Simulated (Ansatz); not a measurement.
The system is GaN.

```xyz
2
Lattice="0.0000 2.1352 2.1352 2.1352 0.0000 2.1352 2.1352 2.1352 0.0000" Properties=species:S:1:pos:R:3 pbc="T T T"
Ga    0.0000    0.0000    0.0000
N     2.1352    2.1352    2.1352
```

Measurements of this composition are mostly on another form, of space group No. 186.

Base run:

```yaml
Program: Ansatz 0.2.0
Functional: HSE06
Potentials_or_basis: all-electron PAW datasets made for the crystal
Cutoff: 430 eV (chosen from the basis error)
k_mesh: 8 × 8 × 8
Occupations: fermi-dirac, width 0.05 eV
Spin: no spin polarisation
```

Its results: band gap on the k mesh 1.67 eV, indirect (least direct gap 3.64 eV); pressure -9.8 GPa.

The run is repeated on the same cell with these changes: functional from HSE06 to PBE0. What comes out?

Band gap on the k mesh 2.36 eV, indirect (least direct gap 4.32 eV); pressure -10.0 GPa.

A k mesh can miss the band edges.
